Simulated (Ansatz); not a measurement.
**ZnS (Wurtzite-2H) under changes of volume**

One of the cells (19.603 Å³/atom); the others are scaled copies at fixed shape and fractional positions:

```
CELL_PARAMETERS angstrom
3.81100 0.00000 0.00000
-1.90550 3.30042 0.00000
0.00000 0.00000 6.23400
ATOMIC_POSITIONS crystal
Zn 0.66667 0.33333 0.50000
Zn 0.33333 0.66667 0.00000
S 0.66667 0.33333 0.88500
S 0.33333 0.66667 0.38500
```

```yaml
Program: Ansatz 0.2.0
Functional: RPBE
Dispersion: D4
Potentials_or_basis: Ansatz PAW
Cutoff: "420 eV (not typed: the program's choice for these potentials)"
k_mesh: 8 × 8 × 5
Occupations: fermi-dirac, width 0.05 eV
Spin: no spin polarisation
```

| volume (Å³/atom) | energy over the lowest point (meV/atom) | pressure (GPa) | gap on the mesh (eV) | largest force (eV/Å) |
| --- | --- | --- | --- | --- |
| 18.427 | 10.77 | 4.0 | 2.71 | 0.404 |
| 18.819 | 3.24 | 2.2 | 2.61 | 0.375 |
| 19.211 | 0.00 | 0.5 | 2.52 | 0.348 |
| 19.603 | 0.59 | -1.0 | 2.42 | 0.322 |
| 19.995 | ? | ? | ? | ? |
| 20.387 | 11.70 | -3.5 | 2.24 | 0.277 |
| 20.779 | 21.54 | -4.5 | 2.15 | 0.256 |

Q: What does the run at 19.995 Å³/atom give?

A: Energy over the lowest point 4.61 meV/atom; pressure -2.3 GPa; gap on the mesh 2.33 eV; largest force 0.299 eV/Å.

Worked out: A Birch-Murnaghan fit of order 3 (a polynomial in V^(-2/3)) to the other rows has its minimum at 19.34 Å³/atom with B0 = V·E''(V) = 74 GPa and B' = 4.5 at fixed shape and positions, which overstates the stiffness. It gives 4.61 meV/atom at 19.995 Å³/atom, against the run's 4.61, and -dE/dV = -2.3 GPa, against -2.3. A straight line through the other rows of the gap, of slope -4.66 eV per unit of ln V (its deformation potential), gives 2.33 eV, against the run's 2.33.

Energies are extrapolated to zero smearing.

Caveats: odd divisions of the mesh miss points on the zone boundary, where band edges often lie, so the gap on the mesh can be too wide; the PAW data sets come from PBE, with cores solved anew for the run's functional, which leaves a small shift of forces and pressure.
